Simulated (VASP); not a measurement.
Crystal: In.

```
In
1.0
    -1.69471    1.69471    2.29737
     1.69471   -1.69471    2.29737
     1.69471    1.69471   -2.29737
In
1
Direct
  0.00000 0.00000 0.00000
```

| Quantity | Value |
| --- | --- |
| Program | VASP 6.6.1 |
| Task | relaxation of cell and atoms |
| Functional | PBEsol |
| Potentials or basis | VASP PAW PBE potentials, release 64 (In_d) |
| Cutoff | 600 eV |
| k mesh | 18 × 18 × 18 |
| Occupations | gaussian, width 0.1 eV |
| Spin | no spin polarisation |

At the start: pressure -1.4 GPa; volume 26.39 Å³/atom.

**Question.** Where does the relaxation end?

**Answer.** Over 13 steps the energy falls by 4.5 meV/atom and the volume is 25.61 Å³/atom (-3.0 %); space group Fm-3m (No. 225, to 0.05 Å).

The path:
| step | energy change (eV) | largest force (eV/Å) | pressure (GPa) | volume (Å³) |
| --- | --- | --- | --- | --- |
| 1 | 0.0000 | 0.0000 | -1.37 | 26.39 |
| 2 | -0.0036 | 0.0000 | 0.08 | 25.54 |
| 3 | -0.0036 | 0.0000 | 0.00 | 25.57 |
| 4 | -0.0037 | 0.0000 | 0.02 | 25.57 |
| 5 | -0.0040 | 0.0000 | 0.01 | 25.59 |
| 6 | -0.0044 | 0.0000 | -0.02 | 25.61 |
| 7 | -0.0043 | 0.0000 | -0.08 | 25.64 |
| 8 | -0.0045 | 0.0000 | 0.06 | 25.62 |
| 9 | -0.0045 | 0.0000 | -0.02 | 25.62 |
| 10 | -0.0045 | 0.0000 | 0.08 | 25.57 |
| 11 | -0.0045 | 0.0000 | 0.02 | 25.60 |
| 12 | -0.0045 | 0.0000 | 0.01 | 25.61 |
| 13 | -0.0045 | 0.0000 | -0.02 | 25.61 |

Final structure:
```cif
data_structure
_symmetry_space_group_name_H-M 'P 1'
_symmetry_Int_Tables_number 1
_cell_length_a 3.3061
_cell_length_b 3.3061
_cell_length_c 3.3061
_cell_angle_alpha 119.852
_cell_angle_beta 119.852
_cell_angle_gamma 90.257
_cell_volume 25.61
loop_
_atom_site_label
_atom_site_type_symbol
_atom_site_fract_x
_atom_site_fract_y
_atom_site_fract_z
_atom_site_occupancy
In1 In 0.00000 0.00000 0.00000 1
```

Caveat: the PAW data sets were made with another functional, which shifts forces and pressure a little.
